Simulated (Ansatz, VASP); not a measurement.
Two plane-wave programs on Rb

```xyz
2
Lattice="3.7858 0.0000 0.0000 -1.8929 3.2786 0.0000 0.0000 0.0000 6.2549" Properties=species:S:1:pos:R:3 pbc="T T T"
Rb    0.0000    2.1857    1.5637
Rb    1.8929    1.0929    4.6912
```

Alike in both runs: functional PBE; k mesh 12 × 12 × 7; occupations fermi-dirac, width 0.08 eV; no spin polarisation.

Ansatz relaxed the structure, and its values are those at the end. VASP's run is a single point on that final structure, the one shown.

|  | VASP | Ansatz |
| --- | --- | --- |
| version | VASP 6.6.1 | Ansatz 0.2.0 |
| potentials or method | VASP PAW PBE potentials, release 64 (Rb_sv) | PAW with Ansatz's default frozen-core files, scalar-relativistic |
| plane-wave cutoff (eV) | 520 | 420 |
| valence electrons in the cell | 18 | 18 |

```csv
,VASP,Ansatz,Ansatz less VASP
pressure (GPa),10.0,10.0,-0.01
```

With one functional, cell and mesh, what is left measures potentials, basis and numerics.
